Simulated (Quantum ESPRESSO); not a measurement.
# BN (F-43m) in Quantum ESPRESSO: notebook, part 2 of 2

Quantum ESPRESSO 7.5.

## (4) Single point, PBE, 5.72 Å³/atom

The input, pw.in:

```
&CONTROL
  calculation = 'scf'
  prefix = 'pwscf'
  outdir = './tmp'
  pseudo_dir = './pseudo'
  tprnfor = .true.
  tstress = .true.
  disk_io = 'nowf'
/
&SYSTEM
  ibrav = 0
  nat = 2
  ntyp = 2
  ecutwfc = 84
  nbnd = 9
  occupations = 'smearing'
  smearing = 'fd'
  degauss = 0.00367493
/
&ELECTRONS
  conv_thr = 4d-10
  electron_maxstep = 120
  mixing_beta = 0.5
/
ATOMIC_SPECIES
N     14.0070 N.upf
B     10.8100 B.upf
CELL_PARAMETERS angstrom
   0.0000000000    1.7884979828    1.7884979828
   1.7884979828    0.0000000000    1.7884979828
   1.7884979828    1.7884979828    0.0000000000
ATOMIC_POSITIONS crystal
N      0.2500000000    0.2500000000    0.2500000000
B      0.0000000000    0.0000000000    0.0000000000
K_POINTS automatic
13 13 13 0 0 0
```

On the command line:

```sh
> OMP_NUM_THREADS=1 pw.x -in pw.in > pw.out
```

Run time: 4.5 s. Hardware: 1 thread of Intel Xeon 6985P-C at 2.30GHz (Granite Rapids), shared host; peak memory 0.09 GiB.

The run converged. Its results:

* Free energy: -364.6879 eV
* Pressure: 15.4 GPa
* Band gap on the k mesh: 4.65 eV, indirect (least direct gap 9.03 eV)

Caveat: an odd mesh through Γ misses points on the zone boundary, where band edges often lie.

## (5) Single point, PBE, 5.84 Å³/atom

pw.in, as its differences from that of step 4:

```diff
@@ -28,5 +28,5 @@
 CELL_PARAMETERS angstrom
-   0.0000000000    1.7884979828    1.7884979828
-   1.7884979828    0.0000000000    1.7884979828
-   1.7884979828    1.7884979828    0.0000000000
+   0.0000000000    1.8008328414    1.8008328414
+   1.8008328414    0.0000000000    1.8008328414
+   1.8008328414    1.8008328414    0.0000000000
 ATOMIC_POSITIONS crystal
```

On the command line:

```sh
> OMP_NUM_THREADS=1 pw.x -in pw.in > pw.out
```

Run time: 4.5 s. Hardware: 1 thread of Intel Xeon 6985P-C at 2.30GHz (Granite Rapids), shared host; peak memory 0.09 GiB.

The run converged. Its results:

```
Free energy            : -364.7045 eV
Pressure               : 6.9 GPa
Band gap on the k mesh : 4.62 eV, indirect (least direct gap 8.93 eV)
```

Caveat: an odd mesh through Γ misses points on the zone boundary, where band edges often lie.

## (6) Single point, PBE, 5.96 Å³/atom

pw.in, as its differences from that of step 5:

```diff
@@ -28,5 +28,5 @@
 CELL_PARAMETERS angstrom
-   0.0000000000    1.8008328414    1.8008328414
-   1.8008328414    0.0000000000    1.8008328414
-   1.8008328414    1.8008328414    0.0000000000
+   0.0000000000    1.8130010000    1.8130010000
+   1.8130010000    0.0000000000    1.8130010000
+   1.8130010000    1.8130010000    0.0000000000
 ATOMIC_POSITIONS crystal
```

Potentials or basis: PseudoDojo 0.4.1 SR PBE standard.

On the command line:

```sh
> OMP_NUM_THREADS=1 pw.x -in pw.in > pw.out
```

Wall time 4.5 s (1 thread of Intel Xeon 6985P-C at 2.30GHz (Granite Rapids), shared host); peak memory 0.09 GiB.

The run converged. Its results:

| Quantity | Value |
| --- | --- |
| Free energy | -364.7089 eV |
| Pressure | -0.8 GPa |
| Band gap on the k mesh | 4.60 eV, indirect (least direct gap 8.83 eV) |

Caveat: an odd mesh through Γ misses points on the zone boundary, where band edges often lie.

## (7) Single point, PBE, 6.08 Å³/atom

pw.in, as its differences from that of step 6:

```diff
@@ -28,5 +28,5 @@
 CELL_PARAMETERS angstrom
-   0.0000000000    1.8130010000    1.8130010000
-   1.8130010000    0.0000000000    1.8130010000
-   1.8130010000    1.8130010000    0.0000000000
+   0.0000000000    1.8250079791    1.8250079791
+   1.8250079791    0.0000000000    1.8250079791
+   1.8250079791    1.8250079791    0.0000000000
 ATOMIC_POSITIONS crystal
```

On the command line:

```sh
> OMP_NUM_THREADS=1 pw.x -in pw.in > pw.out
```

Wall time 4.6 s (1 thread of Intel Xeon 6985P-C at 2.30GHz (Granite Rapids), shared host); peak memory 0.09 GiB.

The run converged. Its results:

* Free energy: -364.7025 eV
* Pressure: -7.8 GPa
* Band gap on the k mesh: 4.57 eV, indirect (least direct gap 8.74 eV)

Caveat: an odd mesh through Γ misses points on the zone boundary, where band edges often lie.

## (8) Single point, PBE, 6.20 Å³/atom

pw.in, as its differences from that of step 7:

```diff
@@ -28,5 +28,5 @@
 CELL_PARAMETERS angstrom
-   0.0000000000    1.8250079791    1.8250079791
-   1.8250079791    0.0000000000    1.8250079791
-   1.8250079791    1.8250079791    0.0000000000
+   0.0000000000    1.8368590123    1.8368590123
+   1.8368590123    0.0000000000    1.8368590123
+   1.8368590123    1.8368590123    0.0000000000
 ATOMIC_POSITIONS crystal
```

On the command line:

```sh
> OMP_NUM_THREADS=1 pw.x -in pw.in > pw.out
```

Wall time 4.6 s (1 thread of Intel Xeon 6985P-C at 2.30GHz (Granite Rapids), shared host); peak memory 0.09 GiB.

The run converged. Its results:

```yaml
Free_energy: -364.6860 eV
Pressure: -14.2 GPa
Band_gap_on_the_k_mesh: 4.54 eV, indirect (least direct gap 8.64 eV)
```

Caveat: an odd mesh through Γ misses points on the zone boundary, where band edges often lie.

## (9) Single point, PBE, 6.32 Å³/atom

pw.in, as its differences from that of step 8:

```diff
@@ -28,5 +28,5 @@
 CELL_PARAMETERS angstrom
-   0.0000000000    1.8368590123    1.8368590123
-   1.8368590123    0.0000000000    1.8368590123
-   1.8368590123    1.8368590123    0.0000000000
+   0.0000000000    1.8485590667    1.8485590667
+   1.8485590667    0.0000000000    1.8485590667
+   1.8485590667    1.8485590667    0.0000000000
 ATOMIC_POSITIONS crystal
```

Potentials or basis: PseudoDojo 0.4.1 SR PBE standard.

On the command line:

```sh
> OMP_NUM_THREADS=1 pw.x -in pw.in > pw.out
```

Wall time 4.7 s (1 thread of Intel Xeon 6985P-C at 2.30GHz (Granite Rapids), shared host); peak memory 0.09 GiB.

Results (log left out):

```
Free energy            : -364.6604 eV
Pressure               : -20.1 GPa
Band gap on the k mesh : 4.52 eV, indirect (least direct gap 8.55 eV)
```

Caveat: an odd mesh through Γ misses points on the zone boundary, where band edges often lie.

## (10) Equation of state, PBE

Potentials or basis: PseudoDojo 0.4.1 SR PBE standard.

No new run: the results of the series are fitted here.

Results:

```
Equilibrium volume                      : 5.95 Å³/atom
Bulk modulus                            : 371 GPa
Pressure derivative of the bulk modulus : 3.7
```

Energy against volume, from the lowest point:
| volume (Å³/atom) | energy (meV/atom) |
| --- | --- |
| 5.602 | 25.40 |
| 5.721 | 10.51 |
| 5.840 | 2.24 |
| 5.959 | 0.00 |
| 6.078 | 3.24 |
| 6.198 | 11.48 |
| 6.317 | 24.26 |

## (11) Comparison with measurements

Step 2. Measured gap of BN: 6.4 eV (indirect; 300 K; a printed reference work, monograph). This calculation gives 4.52 eV (-1.88 eV). The value is that of PBE, without temperature or zero-point motion. Semilocal functionals fall short of measured gaps as a rule. The cell is a database's relaxed one, not the measured one, which moves gaps too.

Step 10. A measured bulk modulus of BN is 395 GPa (300 K; quoted in “Effect of nanostructuration on compressibility of cubic BN”, 2012, arxiv:1208.3664); the calculated 371 GPa misses it by -6.0 %. The fit is for a static lattice scaled at fixed shape and fixed fractional positions.
